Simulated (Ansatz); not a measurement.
Density of states of Li2Se

Space group Fm-3m (No. 225). a = 6.005 Å, b = 6.005 Å, c = 6.005 Å, α = 90.00°, β = 90.00°, γ = 90.00°
```json
{"atom": "Li", "site": "8c", "symmetry": "-43m", "x": "0.2500", "y": "0.7500", "z": "0.7500"}
{"atom": "Se", "site": "4a", "symmetry": "m-3m", "x": "0.0000", "y": "0.0000", "z": "0.0000"}
```

The runs use the primitive cell with vectors (0.000, 3.002, 3.002), (3.002, 0.000, 3.002), (3.002, 3.002, 0.000) Å, to which the k mesh refers.

Symmetry: Fm-3m, No. 225, cubic system. The conventional cell has a = 6.005 Å, b = 6.005 Å, c = 6.005 Å, α = 90.00°, β = 90.00°, γ = 90.00°. Around Li (site symmetry -43m) lie 4 Se at 2.60 Å. Around Se (site symmetry m-3m) lie 8 Li at 2.60 Å.

The geometry is COD entry 1011373, unchecked; take it as a test cell.

Computed with DFT, LDA, all-electron LAPW, scalar-relativistic (Ansatz 0.2.0).

Numerical set-up: a Γ-centred 9×9×9 k mesh, Fermi–Dirac smearing of 0.03 eV, basis error target 1 meV/atom, no spin polarisation.

States per eV and cell, averaged over 0.6 eV, from -3.4 to 3.6 eV, with energies (bin centres) from the valence-band top; empty bins are left out. The partial columns, the largest 3 alone, are projections on Löwdin-orthogonalised atomic shells (those that the program's projection atoms carry: the occupied ones and, for some elements, an empty d or f shell; other empty shells have no column), summed over atoms of an element. Weights on diffuse s and p shells depend on that basis and aren't pure angular character.

```
E (eV)  total  Se 4p  Li 2s  Se 4s
  -3.2   0.01   0.01   0.00   0.00
  -2.6   1.75   1.37   0.33   0.02
  -2.0   1.82   1.48   0.27   0.03
  -1.4   2.90   2.64   0.15   0.02
  -0.8   2.83   2.69   0.05   0.01
  -0.2   0.69   0.68   0.00   0.00
   2.8   0.03   0.00   0.00   0.00
   3.4   0.29   0.01   0.05   0.01
```

Task: Which of the resolved shells contributes most in the top eV of the valence band?

Result: Se 4p, with 96 % of all states there; Li 2s follows with 1 %.
